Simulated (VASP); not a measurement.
# MnO (Fm-3m) in VASP: further runs

One crystal, MnO, is run at these levels: r2SCAN+U; tasks: single point.

Program: VASP 6.6.1. These are calculated values, not measurements. Logs are shortened: lines on timing, memory, paths and dates and some standing lists are left out, and cuts for length are marked.

## (1) The crystal as given

The structure is cubic, space group Fm-3m (No. 225). Conventional cell: a = 4.444 Å, b = 4.444 Å, c = 4.444 Å, α = 90.00°, β = 90.00°, γ = 90.00°. Mn (site symmetry m-3m) is surrounded by 6 O at 2.22 Å. Around O (site symmetry m-3m) lie 6 Mn at 2.22 Å.

## (2) Single point, r2SCAN+U, collinear spin, ferromagnetic start

INCAR

```
SYSTEM = MnO
PREC = Accurate
ENCUT = 520
EDIFF = 1E-6
ISMEAR = -1
SIGMA = 0.05
LREAL = .False.
LASPH = .True.
NELM = 150
ALGO = Normal
ISIF = 2
LWAVE = .False.
LCHARG = .False.
ISPIN = 2
MAGMOM = 4 0
LORBIT = 11
LMAXMIX = 4
LDAU = .True.
LDAUTYPE = 2
LDAUL = 2 -1
LDAUU = 6 0
LDAUJ = 0 0
LDAUPRINT = 1
METAGGA = R2SCAN
LMIXTAU = .True.
```

KPOINTS

```
regular mesh
0
Gamma
  7 7 7
  0 0 0
```

POSCAR

```
MnO
1.0
    0.0000000000      2.2220003300      2.2220003300
    2.2220003300      0.0000000000      2.2220003300
    2.2220003300      2.2220003300      0.0000000000
Mn O
1 1
Direct
    0.0000000000      0.0000000000      0.0000000000
    0.5000000000      0.5000000000      0.5000000000
```

Potentials or basis: VASP PAW PBE potentials, release 64 (Mn_pv, O).

The run is started by

```bash
$ cat potpaw_PBE.64/Mn_pv/POTCAR potpaw_PBE.64/O/POTCAR > POTCAR
$ mpirun -np 1 vasp_std > vasp.out
```

OUTCAR:

```text
SYSTEM = MnO
   PREC = Accurate
   ENCUT = 520
   EDIFF = 1E-6
   ISMEAR = -1
   LREAL = .False.
   LASPH = .True.
   NELM = 150
   ISIF = 2
   ISPIN = 2
   LORBIT = 11
   METAGGA = R2SCAN

 ion  position               nearest neighbor table
   1  0.000  0.000  0.000-   2 2.22   2 2.22   2 2.22   2 2.22   2 2.22   2 2.22
   2  0.500  0.500  0.500-   1 2.22   1 2.22   1 2.22   1 2.22   1 2.22   1 2.22

  LATTYP: Found a face centered cubic cell.
 ALAT       =     4.4440006600

  Lattice vectors:

 A1 = (   0.0000000000,   2.2220003300,   2.2220003300)
 A2 = (   2.2220003300,   0.0000000000,   2.2220003300)
 A3 = (   2.2220003300,   2.2220003300,   0.0000000000)

Analysis of symmetry for initial positions (statically):
=====================================================================
 Subroutine PRICEL returns:
 Original cell was already a primitive cell.

 Routine SETGRP: Setting up the symmetry group for a
 face centered cubic supercell.

 Subroutine GETGRP returns: Found 48 space group operations
 (whereof 48 operations were pure point group operations)
 out of a pool of 48 trial point group operations.

The static configuration has the point symmetry O_h .

Analysis of symmetry for dynamics (positions and initial velocities):
=====================================================================
 Subroutine PRICEL returns:
 Original cell was already a primitive cell.

 Routine SETGRP: Setting up the symmetry group for a
 face centered cubic supercell.

 Subroutine GETGRP returns: Found 48 space group operations
 (whereof 48 operations were pure point group operations)
 out of a pool of 48 trial point group operations.

The dynamic configuration has the point symmetry O_h .

Analysis of structural, dynamic, and magnetic symmetry:
=====================================================================
 Subroutine PRICEL returns:
 Original cell was already a primitive cell.

 Routine SETGRP: Setting up the symmetry group for a
 face centered cubic supercell.

 Subroutine GETGRP returns: Found 48 space group operations
 (whereof 48 operations were pure point group operations)
 out of a pool of 48 trial point group operations.

The overall configuration has the point symmetry O_h .

 Subroutine INISYM returns: Found 48 space group operations
 (whereof 48 operations are pure point group operations),
 and found     1 'primitive' translations

----------------------------------------------------------------------------------------

                                     Primitive cell

  volume of cell :      21.9413

  direct lattice vectors                    reciprocal lattice vectors
     0.000000000  2.222000330  2.222000330    -0.225022469  0.225022469  0.225022469
[... 171 lines left out ...]
 Fermi energy:         6.7905642726

 spin component 1

 k-point     1 :       0.0000    0.0000    0.0000
  band No.  band energies     occupation
      1     -45.2210      1.00000
      2     -45.2210      1.00000
      3     -45.2209      1.00000
      4     -13.6316      1.00000
      5       1.2968      1.00000
      6       1.2968      1.00000
      7       1.2968      1.00000
      8       1.4976      1.00000
      9       1.4976      1.00000
     10       3.8225      1.00000
     11       3.8225      1.00000
     12       3.8225      1.00000
[... 330 lines left out ...]
      1     -45.2615      1.00000
      2     -45.2588      1.00000
      3     -45.2406      1.00000
      4     -12.7135      1.00000
      5      -0.1931      1.00000
      6       0.2097      1.00000
      7       0.2422      1.00000
      8       2.0097      1.00000
      9       2.1623      1.00000
     10       2.9748      1.00000
     11       3.2227      1.00000
     12       4.7273      1.00000
     13      15.0398      0.00000
     14      15.6888      0.00000
     15      16.1153      0.00000
 Fermi energy:         6.7905642726

 spin component 2

 k-point     1 :       0.0000    0.0000    0.0000
  band No.  band energies     occupation
      1     -38.6546      1.00000
      2     -38.6546      1.00000
      3     -38.6544      1.00000
      4     -13.3233      1.00000
      5       4.1317      1.00000
      6       4.1317      1.00000
      7       4.1317      1.00000
      8       9.0618      0.00000
      9      11.8085      0.00000
     10      11.8085      0.00000
     11      11.8085      0.00000
     12      12.5661      0.00000
[... 331 lines left out ...]
      2     -38.7075      1.00000
      3     -38.6814      1.00000
      4     -12.2456      1.00000
      5       1.6462      1.00000
      6       1.7133      1.00000
      7       2.7342      1.00000
      8      11.6306      0.00000
      9      12.5460      0.00000
     10      13.4367      0.00000
     11      13.9764      0.00000
     12      14.1449      0.00000
     13      17.6538      0.00000
     14      18.5087      0.00000
     15      18.5857      0.00000

------------------------ aborting loop because EDIFF is reached ----------------------------------------

  FORCE on cell =-STRESS in cart. coord.  units (eV):
  Direction    XX          YY          ZZ          XY          YZ          ZX
  --------------------------------------------------------------------------------------
  -------------------------------------------------------------------------------------
  Total        0.6534074      0.6534074      0.6534074      0.0000000      0.0000000      0.0000000
  in kB       47.7125094     47.7125094     47.7125094      0.0000000      0.0000000      0.0000000
  external PRESSURE =      47.7125094 kB  Pullay stress =       0.0000000 kB

 VOLUME and BASIS-vectors are now :
 -----------------------------------------------------------------------------
  energy-cutoff  :      520.00
  volume of cell :       21.94
      direct lattice vectors                 reciprocal lattice vectors
     0.000000000  2.222000330  2.222000330    -0.225022469  0.225022469  0.225022469
     2.222000330  0.000000000  2.222000330     0.225022469 -0.225022469  0.225022469
     2.222000330  2.222000330  0.000000000     0.225022469  0.225022469 -0.225022469

 POSITION                                       TOTAL-FORCE (eV/Angst)
 -----------------------------------------------------------------------------------
      0.00000      0.00000      0.00000        -0.000000     -0.000000     -0.000000
      2.22200      2.22200      2.22200         0.000000      0.000000      0.000000
 -----------------------------------------------------------------------------------
    total drift:                                0.000000     -0.000000     -0.000000

  FREE ENERGIE OF THE ION-ELECTRON SYSTEM (eV)
  ---------------------------------------------------
  free  energy   TOTEN  =       -23.3199724044 eV

  energy  without entropy=      -23.3199723676  energy(sigma->0) =      -23.31997239

 total charge

# of ion       s       p       d       tot
------------------------------------------
    1        0.210   6.176   4.960  11.347
    2        1.555   3.502   0.000   5.057
--------------------------------------------------
tot          1.766   9.678   4.960  16.404

 magnetization (x)

# of ion       s       p       d       tot
------------------------------------------
    1        0.028   0.024   4.657   4.710
    2        0.021   0.095   0.000   0.117
--------------------------------------------------
tot          0.050   0.120   4.657   4.826
```

OSZICAR:

```text
N       E                     dE             d eps       ncg     rms          rms(c)
DAV:   1     0.158857245798E+03    0.15886E+03   -0.11498E+04  1200   0.152E+03
DAV:   2    -0.186322026640E+02   -0.17749E+03   -0.16781E+03  1284   0.400E+02
DAV:   3    -0.265665135789E+02   -0.79343E+01   -0.79006E+01  1347   0.946E+01
DAV:   4    -0.266359600420E+02   -0.69446E-01   -0.69439E-01  1382   0.917E+00
DAV:   5    -0.266369251551E+02   -0.96511E-03   -0.96511E-03  1375   0.106E+00    0.145E+01
DAV:   6    -0.222702721368E+02    0.43667E+01   -0.16295E+01  1268   0.529E+01    0.172E+01
DAV:   7    -0.230476248230E+02   -0.77735E+00   -0.20973E+00  1200   0.183E+01    0.106E+01
DAV:   8    -0.232869423490E+02   -0.23932E+00   -0.41461E-01  1200   0.723E+00    0.647E+00
DAV:   9    -0.233265197490E+02   -0.39577E-01   -0.87050E-02  1207   0.497E+00    0.827E-01
DAV:  10    -0.233189950632E+02    0.75247E-02   -0.47812E-02  1265   0.267E+00    0.226E-01
DAV:  11    -0.233198145564E+02   -0.81949E-03   -0.46065E-03  1242   0.837E-01    0.142E-01
DAV:  12    -0.233198898307E+02   -0.75274E-04   -0.29083E-04  1214   0.183E-01    0.715E-02
DAV:  13    -0.233200015715E+02   -0.11174E-03   -0.36304E-04  1221   0.183E-01    0.448E-02
DAV:  14    -0.233199963098E+02    0.52616E-05   -0.14699E-05  1263   0.517E-02    0.335E-02
DAV:  15    -0.233199688170E+02    0.27493E-04   -0.26716E-05  1221   0.528E-02    0.908E-03
DAV:  16    -0.233199715468E+02   -0.27297E-05   -0.33305E-06  1144   0.190E-02    0.186E-03
DAV:  17    -0.233199724044E+02   -0.85762E-06   -0.13308E-07   600   0.432E-03
   1 F= -.23319972E+02 E0= -.23319972E+02  d E =-.367744E-07  mag=     5.0000
```

stdout:

```text
POSCAR found type information on POSCAR MnO
 POSCAR found :  2 types and       2 ions
 scaLAPACK will be used
 -----------------------------------------------------------------------------
|                                                                             |
|                                                                             |
|     You enforced a specific xc type in the INCAR file but a different       |
|     I HOPE YOU KNOW WHAT YOU ARE DOING!                                     |
|                                                                             |
 -----------------------------------------------------------------------------

 LDA part: xc-table for (None), standard interpolation
 POSCAR, INCAR and KPOINTS ok, starting setup
 FFT: planning ... GRIDC
 FFT: planning ... GRID_SOFT
 FFT: planning ... GRID
 WAVECAR not read
 entering main loop
```

Wall time 1.7 min (1 thread of AMD EPYC 7R43 (Zen 3), shared host); peak memory 0.11 GiB.

Results:

```yaml
Free_energy: -23.3200 eV
Pressure: 4.8 GPa
Band_gap_on_the_k_mesh: 1.33 eV, indirect (least direct gap 3.24 eV)
Net_moment: 5.00 μB per cell
Site_moments: Mn +4.71; O +0.12 μB
Valence_electrons_inside_the_program's_atomic_spheres: Mn 11.35; O 5.06
```

Eigenvalues of the final occupation matrices:
```csv
site,spin,trace,eigenvalues
site 1 d,1,4.82,0.95 0.95 0.95 0.99 0.99
site 1 d,2,0.16,0.01 0.01 0.01 0.06 0.06
```

Caveat: the PAW data sets were made with another functional, which shifts forces and pressure a little; an odd mesh through Γ misses points on the zone boundary, where band edges often lie; a cell with one magnetic atom can't hold antiferromagnetic order, which such compounds often take.

## (3) Single point, r2SCAN+U, collinear spin, ferromagnetic start

INCAR, as its differences from that of step 2:

```diff
@@ -20,3 +20,3 @@
 LDAUL = 2 -1
-LDAUU = 6 0
+LDAUU = 8 0
 LDAUJ = 0 0
```

KPOINTS is that of step 2.

POSCAR is that of step 2.

Potentials or basis: VASP PAW PBE potentials, release 64 (Mn_pv, O).

The run is started by

```bash
$ cat potpaw_PBE.64/Mn_pv/POTCAR potpaw_PBE.64/O/POTCAR > POTCAR
$ mpirun -np 1 vasp_std > vasp.out
```

Run time: 1.8 min. Hardware: 1 thread of AMD EPYC 7R43 (Zen 3), shared host; peak memory 0.11 GiB.

The run converged. Its results:

```yaml
Free_energy: -23.0217 eV
Pressure: 5.7 GPa
Band_gap_on_the_k_mesh: 1.65 eV, indirect (least direct gap 3.27 eV)
Net_moment: 5.00 μB per cell
Site_moments: Mn +4.75; O +0.09 μB
Valence_electrons_inside_the_program's_atomic_spheres: Mn 11.35; O 5.06
```

Levels at points of the mesh, in eV from the valence-band top:
Spin up:
```
           k point  band 10  band 11  band 12  band 13  band 14  band 15
(0.00, 0.00, 0.00)    -1.86    -1.86    -1.86     1.65    16.31    17.22
```
Spin down:
```
           k point  band 5  band 6  band 7  band 8  band 9  band 10
(0.00, 0.00, 0.00)   -1.62   -1.62   -1.62    3.32    6.89     6.89
```

Eigenvalues of the final occupation matrices:
```
    site  spin  trace               eigenvalues
site 1 d     1   4.85  0.96 0.96 0.96 0.99 0.99
site 1 d     2   0.14  0.01 0.01 0.01 0.05 0.05
```

Caveat: the PAW data sets were made with another functional, which shifts forces and pressure a little; an odd mesh through Γ misses points on the zone boundary, where band edges often lie; a cell with one magnetic atom can't hold antiferromagnetic order, which such compounds often take.
